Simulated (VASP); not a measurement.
# MgSe (Fm-3m) in VASP: settings compared

Aim: see how the results for MgSe move with the level of theory and the settings. Levels: HSE06, PBE, LDA. Tasks: band structure, G0W0 quasiparticle levels.

Program: VASP 6.6.1. These are calculated values, not measurements. Logs are shortened: lines on timing, memory, paths and dates and some standing lists are left out, and cuts for length are marked.

**1. The crystal as given**

Symmetry: Fm-3m, No. 225, cubic system. Conventional cell: a = 5.451 Å, b = 5.451 Å, c = 5.451 Å, α = 90.00°, β = 90.00°, γ = 90.00°. Se (site symmetry m-3m) has 6 Mg at 2.73 Å as nearest neighbours. Mg (site symmetry m-3m) has 6 Se at 2.73 Å as nearest neighbours.

**2. Band structure, HSE06**

The input, POSCAR:

```
MgSe
1.0
    0.0000000000      2.7255000000      2.7255000000
    2.7255000000      0.0000000000      2.7255000000
    2.7255000000      2.7255000000      0.0000000000
Se Mg
1 1
Direct
    0.5000000000      0.5000000000      0.5000000000
    0.0000000000      0.0000000000      0.0000000000
```

The input, INCAR.step1:

```
SYSTEM = MgSe
  PREC = Accurate
  ENCUT = 520
  EDIFF = 1E-5
  ISMEAR = 0
  SIGMA = 0.02
  LREAL = .FALSE.
  LASPH = .TRUE.
  NELM = 80
  ALGO = Normal
  ISIF = 2
  LWAVE = .TRUE.
  LCHARG = .FALSE.
  NBANDS = 11
  GGA = PE
```

The input, INCAR.step2:

```
SYSTEM = MgSe
  PREC = Accurate
  ENCUT = 520
  EDIFF = 1E-6
  ISMEAR = 0
  SIGMA = 0.02
  LREAL = .FALSE.
  LASPH = .TRUE.
  NELM = 80
  ALGO = Normal
  ISIF = 2
  LWAVE = .FALSE.
  LCHARG = .FALSE.
  GGA = PE
  LHFCALC = .TRUE.
  HFSCREEN = 0.2
  PRECFOCK = Fast
  NBANDS = 11
  ISTART = 1
```

The input, KPOINTS:

```
regular mesh
0
G
  6 6 6
  0 0 0
```

The input, KPOINTS_OPT:

```
path GXWKGLUWLK,UX
10
line-mode
reciprocal
 0.0000000000  0.0000000000  0.0000000000  G
 0.5000000000  0.0000000000  0.5000000000  X

 0.5000000000  0.0000000000  0.5000000000  X
 0.5000000000  0.2500000000  0.7500000000  W

 0.5000000000  0.2500000000  0.7500000000  W
 0.3750000000  0.3750000000  0.7500000000  K

 0.3750000000  0.3750000000  0.7500000000  K
 0.0000000000  0.0000000000  0.0000000000  G

 0.0000000000  0.0000000000  0.0000000000  G
 0.5000000000  0.5000000000  0.5000000000  L

 0.5000000000  0.5000000000  0.5000000000  L
 0.6250000000  0.2500000000  0.6250000000  U

 0.6250000000  0.2500000000  0.6250000000  U
 0.5000000000  0.2500000000  0.7500000000  W

 0.5000000000  0.2500000000  0.7500000000  W
 0.5000000000  0.5000000000  0.5000000000  L

 0.5000000000  0.5000000000  0.5000000000  L
 0.3750000000  0.3750000000  0.7500000000  K

 0.6250000000  0.2500000000  0.6250000000  U
 0.5000000000  0.0000000000  0.5000000000  X
```

Potentials or basis: VASP PAW PBE potentials, release 64 (Se, Mg).

Started as:

```console
$ cat potpaw_PBE.64/Se/POTCAR potpaw_PBE.64/Mg/POTCAR > POTCAR
$ cp INCAR.step1 INCAR
$ mpirun -np 1 vasp_std > vasp.out
$ cp INCAR.step2 INCAR
$ mpirun -np 1 vasp_std > vasp.out
```

OUTCAR:

```text
SYSTEM = MgSe
   PREC = Accurate
   ENCUT = 520
   EDIFF = 1E-6
   ISMEAR = 0
   LREAL = .FALSE.
   LASPH = .TRUE.
   NELM = 80
   ISIF = 2
   GGA = PE
   LHFCALC = .TRUE.
   HFSCREEN = 0.2
   PRECFOCK = Fast
   ISTART = 1

 ion  position               nearest neighbor table
   1  0.500  0.500  0.500-   2 2.73   2 2.73   2 2.73   2 2.73   2 2.73   2 2.73
   2  0.000  0.000  0.000-   1 2.73   1 2.73   1 2.73   1 2.73   1 2.73   1 2.73

  LATTYP: Found a face centered cubic cell.
 ALAT       =     5.4510000000

  Lattice vectors:

 A1 = (   0.0000000000,   2.7255000000,   2.7255000000)
 A2 = (   2.7255000000,   0.0000000000,   2.7255000000)
 A3 = (   2.7255000000,   2.7255000000,   0.0000000000)

Analysis of symmetry for initial positions (statically):
=====================================================================
 Subroutine PRICEL returns:
 Original cell was already a primitive cell.

 Routine SETGRP: Setting up the symmetry group for a
 face centered cubic supercell.

 Subroutine GETGRP returns: Found 48 space group operations
 (whereof 48 operations were pure point group operations)
 out of a pool of 48 trial point group operations.

The static configuration has the point symmetry O_h .

Analysis of symmetry for dynamics (positions and initial velocities):
=====================================================================
 Subroutine PRICEL returns:
 Original cell was already a primitive cell.

 Routine SETGRP: Setting up the symmetry group for a
 face centered cubic supercell.

 Subroutine GETGRP returns: Found 48 space group operations
 (whereof 48 operations were pure point group operations)
 out of a pool of 48 trial point group operations.

The dynamic configuration has the point symmetry O_h .

 Subroutine INISYM returns: Found 48 space group operations
 (whereof 48 operations are pure point group operations),
 and found     1 'primitive' translations

----------------------------------------------------------------------------------------

                                     Primitive cell

  volume of cell :      40.4919

  direct lattice vectors                    reciprocal lattice vectors
     0.000000000  2.725500000  2.725500000    -0.183452578  0.183452578  0.183452578
     2.725500000  0.000000000  2.725500000     0.183452578 -0.183452578  0.183452578
     2.725500000  2.725500000  0.000000000     0.183452578  0.183452578 -0.183452578

  length of vectors
[... 90 lines left out ...]
   IALGO  =     38    algorithm
   IMIX   =      1    mixing-type and parameters
     AMIX     =   0.40;   BMIX     =  1.00
     AMIX_MAG =   1.60;   BMIX_MAG =  1.00
  volume/ion in A,a.u.               =      20.25       136.63
  Fermi-wavevector in a.u.,A,eV,Ry     =   0.953488  1.801831 12.369596  0.909140
  Thomas-Fermi vector in A             =   2.082148
   LORBIT       =      0    0 simple, 1 ext, 2 COOP (PROOUT), +10 PAW based schemes
   GGA     = PE    functional components
   LHFCALC =     T    Hartree Fock is set to
   PRECFOCK=fast      Normal, Fast or Accurate (Low or Medium for compatibility)
   ENCUT4O =  -1.0   cutoff for four orbital integrals eV
   NKREDX  =     1    reduce k-point grid by
   NKREDY  =     1    reduce k-point grid by
   NKREDZ  =     1    reduce k-point grid by
   AEXX    =    0.2500 exact exchange contribution
   HFSCREEN=    0.2000 screening length (either q_TF or 0.3 A-1)
   HFSCREENC=   0.2000 screening length for correlation (either q_TF or 0.3 A-1)
   ENCUTFOCK=  -1.0 apply spherical cutoff to Coloumb kernel
   IVDW    =     0    specifies the selected vdW correction
   LEPSILON=     F    determine dielectric tensor
   LRPA    =     F    only Hartree local field effects (RPA)
 non-spin polarized calculation
 Gauss-broadening in eV      SIGMA  =   0.02
  energy-cutoff  :      520.00
  volume of cell :       40.49
 maximum number of plane-waves:      1113
 NGX is ok and might be reduce to    30
  NGX = 16; NGY = 16; NGZ = 16

 number of electron       8.0000001 magnetization

 Free energy of the ion-electron system (eV)
  ---------------------------------------------------
  ext. energy  EPLUGINS =         0.00000000
  ---------------------------------------------------
  free energy    TOTEN  =        -8.78521071 eV

  energy without entropy =       -8.78521071  energy(sigma->0) =       -8.78521071

 E-fermi :   2.7239     XC(G=0):  -7.8815

 val. band max:        2.6208559335   @ k =   0.0000   0.0000   0.0000
 cond. band min:       5.2871656477   @ k =   0.5000   0.5000   0.0000
 fundamental gap:      2.6663097142
 Fermi energy:         2.7238753805

 k-point     1 :       0.0000    0.0000    0.0000
  band No.  band energies     occupation
      1     -11.5530      2.00000
      2       2.6209      2.00000
      3       2.6209      2.00000
      4       2.6209      2.00000
      5       6.2224      0.00000
      6      11.0758      0.00000
      7      11.0758      0.00000
      8      11.0758      0.00000
      9      13.7959      0.00000
     10      13.7959      0.00000
     11      14.7317      0.00000
[... 197 lines left out ...]
 k-point    16 :      -0.3333    0.5000    0.1667
  band No.  band energies     occupation
      1      -9.9013      2.00000
      2      -1.5624      2.00000
      3      -0.2900      2.00000
      4       0.0706      2.00000
      5       7.1391      0.00000
      6       9.3850      0.00000
      7      12.0295      0.00000
      8      13.3163      0.00000
      9      16.6696      0.00000
     10      17.9474      0.00000
     11      18.7052      0.00000

------------------------ aborting loop because EDIFF is reached ----------------------------------------

  FORCE on cell =-STRESS in cart. coord.  units (eV):
  Direction    XX          YY          ZZ          XY          YZ          ZX
  --------------------------------------------------------------------------------------
  -------------------------------------------------------------------------------------
  Total        0.0563415      0.0563415      0.0563415      0.0000000     -0.0000000      0.0000000
  in kB        2.2293109      2.2293109      2.2293109      0.0000000     -0.0000000      0.0000000
  external PRESSURE =       2.2293109 kB  Pullay stress =       0.0000000 kB

 VOLUME and BASIS-vectors are now :
 -----------------------------------------------------------------------------
  energy-cutoff  :      520.00
  volume of cell :       40.49
      direct lattice vectors                 reciprocal lattice vectors
     0.000000000  2.725500000  2.725500000    -0.183452578  0.183452578  0.183452578
     2.725500000  0.000000000  2.725500000     0.183452578 -0.183452578  0.183452578
     2.725500000  2.725500000  0.000000000     0.183452578  0.183452578 -0.183452578

 POSITION                                       TOTAL-FORCE (eV/Angst)
 -----------------------------------------------------------------------------------
      2.72550      2.72550      2.72550        -0.000000     -0.000000      0.000000
      0.00000      0.00000      0.00000         0.000000      0.000000     -0.000000
 -----------------------------------------------------------------------------------
    total drift:                                0.000059      0.000082      0.000083

  FREE ENERGIE OF THE ION-ELECTRON SYSTEM (eV)
  ---------------------------------------------------
  free  energy   TOTEN  =        -8.7852107119 eV

  energy  without entropy=       -8.7852107119  energy(sigma->0) =       -8.78521071
```

It took 20 min on 1 thread of Intel Xeon Platinum 8488C (Sapphire Rapids), shared host; peak memory 0.34 GiB.

What came out:

```
Free energy             : -8.7852 eV
Pressure                : 0.2 GPa
Band gap on the k mesh  : 2.67 eV, indirect (least direct gap 3.60 eV)
Band gap along the path : 2.67 eV, indirect (least direct gap 3.60 eV)
```

Levels at the corners of the path, in eV from the valence-band top:
| point | band 1 | band 2 | band 3 | band 4 | band 5 | band 6 | band 7 | band 8 | band 9 |
| --- | --- | --- | --- | --- | --- | --- | --- | --- | --- |
| Γ | -14.17 | 0.00 | 0.00 | 0.00 | 3.60 | 8.46 | 8.46 | 8.46 | 11.18 |
| X | -12.55 | -4.67 | -1.95 | -1.95 | 2.67 | 4.82 | 13.17 | 13.63 | 13.63 |
| X | -12.55 | -4.67 | -1.95 | -1.95 | 2.67 | 4.82 | 13.17 | 13.63 | 13.63 |
| W | -12.51 | -3.61 | -3.61 | -2.71 | 5.53 | 8.12 | 8.64 | 8.64 | 14.57 |
| W | -12.51 | -3.61 | -3.61 | -2.71 | 5.53 | 8.12 | 8.64 | 8.64 | 14.57 |
| K | -12.56 | -4.12 | -3.60 | -1.56 | 3.95 | 7.30 | 10.17 | 11.10 | 11.79 |
| K | -12.56 | -4.12 | -3.60 | -1.56 | 3.95 | 7.30 | 10.17 | 11.10 | 11.79 |
| Γ | -14.17 | 0.00 | 0.00 | 0.00 | 3.60 | 8.46 | 8.46 | 8.46 | 11.18 |
| Γ | -14.17 | 0.00 | 0.00 | 0.00 | 3.60 | 8.46 | 8.46 | 8.46 | 11.18 |
| L | -12.92 | -5.40 | -0.64 | -0.64 | 4.76 | 7.13 | 7.13 | 9.94 | 12.78 |
| L | -12.92 | -5.40 | -0.64 | -0.64 | 4.76 | 7.13 | 7.13 | 9.94 | 12.78 |
| U | -12.56 | -4.12 | -3.60 | -1.56 | 3.95 | 7.30 | 10.17 | 11.10 | 11.79 |
| U | -12.56 | -4.12 | -3.60 | -1.56 | 3.95 | 7.30 | 10.17 | 11.10 | 11.79 |
| W | -12.51 | -3.61 | -3.61 | -2.71 | 5.53 | 8.12 | 8.64 | 8.64 | 14.57 |
| W | -12.51 | -3.61 | -3.61 | -2.71 | 5.53 | 8.12 | 8.64 | 8.64 | 14.57 |
| L | -12.92 | -5.40 | -0.64 | -0.64 | 4.76 | 7.13 | 7.13 | 9.94 | 12.78 |
| L | -12.92 | -5.40 | -0.64 | -0.64 | 4.76 | 7.13 | 7.13 | 9.94 | 12.78 |
| K | -12.56 | -4.12 | -3.60 | -1.56 | 3.95 | 7.30 | 10.17 | 11.10 | 11.79 |
| U | -12.56 | -4.12 | -3.60 | -1.56 | 3.95 | 7.30 | 10.17 | 11.10 | 11.79 |
| X | -12.55 | -4.67 | -1.95 | -1.95 | 2.67 | 4.82 | 13.17 | 13.63 | 13.63 |

Caveat: the PAW data sets were made with another functional, which shifts forces and pressure a little.

**3. G0W0 quasiparticle levels, PBE**

POSCAR is that of step 2.

The input, INCAR.step1:

```
PREC     = Accurate       # precision mode
ENCUT    = 450            # plane-wave cutoff, eV
EDIFF    = 1E-8           # SCF threshold, eV
ISMEAR   = 0              # smearing method
SIGMA    = 0.01           # smearing width, eV
LREAL    = False          # projectors in reciprocal space
LASPH    = True           # aspherical terms in the spheres
NELM     = 100            # most SCF steps
ALGO     = Normal         # electronic algorithm
LWAVE    = True           # write WAVECAR
LCHARG   = False          # write CHGCAR
GGA      = PE             # functional
```

The input, INCAR.step2:

```
PREC     = Accurate       # precision mode
ENCUT    = 450            # plane-wave cutoff, eV
EDIFF    = 1E-8           # SCF threshold, eV
ISMEAR   = 0              # smearing method
SIGMA    = 0.01           # smearing width, eV
LREAL    = False          # projectors in reciprocal space
LASPH    = True           # aspherical terms in the spheres
NELM     = 1              # most SCF steps
ALGO     = Exact          # electronic algorithm
LWAVE    = True           # write WAVECAR
LCHARG   = False          # write CHGCAR
GGA      = PE             # functional
NBANDS   = 124            # bands
LOPTICS  = True           # frequency-dependent dielectric function
ISTART   = 1
```

The input, INCAR.step3:

```
PREC     = Accurate       # precision mode
ENCUT    = 450            # plane-wave cutoff, eV
EDIFF    = 1E-8           # SCF threshold, eV
ISMEAR   = 0              # smearing method
SIGMA    = 0.01           # smearing width, eV
LREAL    = False          # projectors in reciprocal space
LASPH    = True           # aspherical terms in the spheres
ALGO     = EVGW0          # electronic algorithm
LWAVE    = False          # write WAVECAR
LCHARG   = False          # write CHGCAR
GGA      = PE             # functional
NELMGW   = 1            
NBANDS   = 124            # bands
ENCUTGW  = 120            # cutoff of the response function
NOMEGA   = 50             # frequency points
PRECFOCK = Fast         
ISTART   = 1            
NBANDSGW = 12
```

The input, KPOINTS:

```
Automatic mesh
0
Gamma
  4 4 4
```

Potentials or basis: VASP PAW PBE potentials, release 64 (Se_GW, Mg_GW).

Started as:

```console
$ cat potpaw_PBE.64/Se_GW/POTCAR potpaw_PBE.64/Mg_GW/POTCAR > POTCAR
$ cp INCAR.step1 INCAR
$ mpirun -np 1 vasp_std > vasp.out
$ cp INCAR.step2 INCAR
$ mpirun -np 1 vasp_std > vasp.out
$ cp INCAR.step3 INCAR
$ mpirun -np 1 vasp_std > vasp.out
```

OUTCAR:

```text
PREC = Accurate
   ENCUT = 450
   EDIFF = 1E-8
   ISMEAR = 0
   LREAL = False
   LASPH = True
   GGA = PE
   NELMGW = 1
   ENCUTGW = 120
   PRECFOCK = Fast
   ISTART = 1

 ion  position               nearest neighbor table
   1  0.500  0.500  0.500-
   2  0.000  0.000  0.000-
[... 182 lines left out ...]

      1      -9.6814     -10.4617     -13.1607     -12.0303     -19.7030       0.6902       2.0000       1.3565
      2       3.2625       2.4616     -13.1921     -12.1560     -14.8095       0.7730       2.0000       0.0799
      3       3.2625       2.4616     -13.1921     -12.1560     -14.8095       0.7730       2.0000       0.0799
      4       3.2625       2.4616     -13.1921     -12.1560     -14.8095       0.7730       2.0000       0.0799
      5       5.8300       6.3849      -8.8111      -9.5156      -5.0626       0.7875       0.0000      -0.0718
      6      10.6510      10.9304      -8.2152      -8.5744      -3.8109       0.7777       0.0000      -0.1173
      7      10.6510      10.9304      -8.2152      -8.5744      -3.8109       0.7777       0.0000      -0.1173
      8      10.6510      10.9304      -8.2152      -8.5744      -3.8109       0.7777       0.0000      -0.1173
      9      13.2092      13.6074      -8.8993      -9.4223      -4.0460       0.7614       0.0000      -0.1984
     10      13.2092      13.6074      -8.8993      -9.4223      -4.0460       0.7614       0.0000      -0.1984
     11      14.2225      14.1837      -7.2117      -7.1599      -1.8425       0.7495       0.0000      -0.2893
     12      14.4433      14.8273      -7.8088      -8.3297      -2.1659       0.7371       0.0000      -0.3696
[... 100 lines left out ...]
      1      -8.1931      -8.7705     -13.8355     -13.0141     -20.0219       0.7030       2.0000       1.0930
      2      -0.0694      -1.0398     -11.7098     -10.3955     -14.1584       0.7383       2.0000       0.1261
      3      -0.0694      -1.0398     -11.7098     -10.3955     -14.1584       0.7383       2.0000       0.1261
      4       0.6940      -0.1557     -11.5877     -10.4612     -13.6278       0.7542       2.0000       0.1008
      5       7.7782       8.2208      -9.2686      -9.8396      -5.4318       0.7751       0.0000      -0.0873
      6      10.2047      10.6232      -8.1935      -8.7417      -3.5601       0.7632       0.0000      -0.1397
      7      10.8184      11.0957      -8.8138      -9.1752      -4.2985       0.7676       0.0000      -0.1315
      8      10.8184      11.0957      -8.8138      -9.1752      -4.2985       0.7676       0.0000      -0.1315
      9      16.3369      16.7274      -8.8279      -9.3536      -2.8867       0.7429       0.0000      -0.5568
     10      16.3369      16.7274      -8.8279      -9.3536      -2.8867       0.7429       0.0000      -0.5568
     11      18.0103      18.4969      -9.1004      -9.7413      -3.2919       0.7591       0.0000      -0.5983
     12      19.5904      19.9087      -9.9405     -10.3638      -3.9860       0.7518       0.0000      -0.6362
```

OUTCAR.step1:

```text
PREC = Accurate
   ENCUT = 450
   EDIFF = 1E-8
   ISMEAR = 0
   LREAL = False
[... 292 lines left out ...]
      2.72550      2.72550      2.72550         0.000000      0.000000      0.000000
      0.00000      0.00000      0.00000        -0.000000     -0.000000     -0.000000
 -----------------------------------------------------------------------------------
    total drift:                                0.000000      0.000000      0.000000

  FREE ENERGIE OF THE ION-ELECTRON SYSTEM (eV)
  ---------------------------------------------------
  free  energy   TOTEN  =        -7.4152347986 eV

  energy  without entropy=       -7.4152347986  energy(sigma->0) =       -7.41523480
```

Wall time 62 s (1 thread of Intel Xeon Platinum 8559C (Emerald Rapids), shared host); peak memory 0.3 GiB.

What came out:

| Quantity | Value |
| --- | --- |
| Band gap on the k mesh, mean-field level | 1.77 eV, indirect (least direct gap 2.57 eV) |
| Quasiparticle gap | 2.96 eV |
| Least direct quasiparticle gap | 3.92 eV |

Caveat: the k mesh is coarse (spacing up to 0.50 Å⁻¹), so the values aren't converged; bands, screening cutoff and mesh are small and nothing is extrapolated, so the quasiparticle values aren't converged.

(Part 1 of 3 ends here.)
